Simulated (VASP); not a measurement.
# From an Ansatz input to VASP: RbBr (strained zincblende)

Ansatz input

```yaml
crystal:
  lattice:
    - [0.0, 3.8694967701, 4.0927667337]
    - [3.8694967701, 0.0, 4.0927667337]
    - [3.8694967701, 3.8694967701, 0.0]
  atoms:
    - { symbol: Rb, position: [0.0, 0.0, 0.0] }
    - { symbol: Br, position: [0.25, 0.25, 0.25] }
kpoints:
  mp_grid: { grid: [6, 6, 6] }
  band_path:
    path:
      - [0.0, 0.0, 0.0]
      - [-0.5, -0.5, 0.0]
      - [-0.375, -0.375, 0.25]
      - [-0.375, 0.0, 0.375]
      - [0.0, 0.0, 0.5]
      - [-0.5, -0.25, 0.25]
    npoints: 1
hamiltonian:
  xc: r2scan
scf:
  occupations: { method: fixed }
  n_extra_bands: 4
output:
  forces: true
  stress: true
  eigenvalues: true
```

**Question.** Which VASP files do the same job?

**Answer.** 

INCAR

```
LREAL = .FALSE.
ENCUT = 520
LCHARG = .FALSE.
EDIFF = 1E-7
LASPH = .TRUE.
METAGGA = R2SCAN
IBRION = -1
ALGO = Normal
NSW = 0
NELM = 120
LWAVE = .FALSE.
ISIF = 2
NBANDS = 15
PREC = Accurate
ISMEAR = 0
SIGMA = 0.01
```

KPOINTS

```
KPOINTS created by Atomic Simulation Environment
0
Gamma
6 6 6
0 0 0
```

KPOINTS_OPT

```
special points
6
Reciprocal
0.0000000000 0.0000000000 0.0000000000 1
-0.5000000000 -0.5000000000 0.0000000000 1
-0.3750000000 -0.3750000000 0.2500000000 1
-0.3750000000 0.0000000000 0.3750000000 1
0.0000000000 0.0000000000 0.5000000000 1
-0.5000000000 -0.2500000000 0.2500000000 1
```

POSCAR

```
Rb Br
 1.0000000000000000
     0.0000000000000000    3.8694967701000000    4.0927667337000004
     3.8694967701000000    0.0000000000000000    4.0927667337000004
     3.8694967701000000    3.8694967701000000    0.0000000000000000
 Rb  Br
   1   1
Cartesian
  0.0000000000000000  0.0000000000000000  0.0000000000000000
  1.9347483850500000  1.9347483850500000  2.0463833668500002
```

VASP ran with the recommended PBE PAW datasets (16 valence electrons in the cell). Other inputs would serve too.

```json
{"": "gap between bands v and c", "Ansatz": "4.56 eV", "VASP": "4.56 eV"}
{"": "least direct gap", "Ansatz": "4.64 eV", "VASP": "4.64 eV"}
{"": "pressure", "Ansatz": "-0.4 GPa", "VASP": "-0.4 GPa"}
```

Each program uses its own PAW datasets. VASP's cell holds 16 valence electrons and Ansatz's 16. Ansatz's stress includes a Pulay correction; VASP's doesn't.
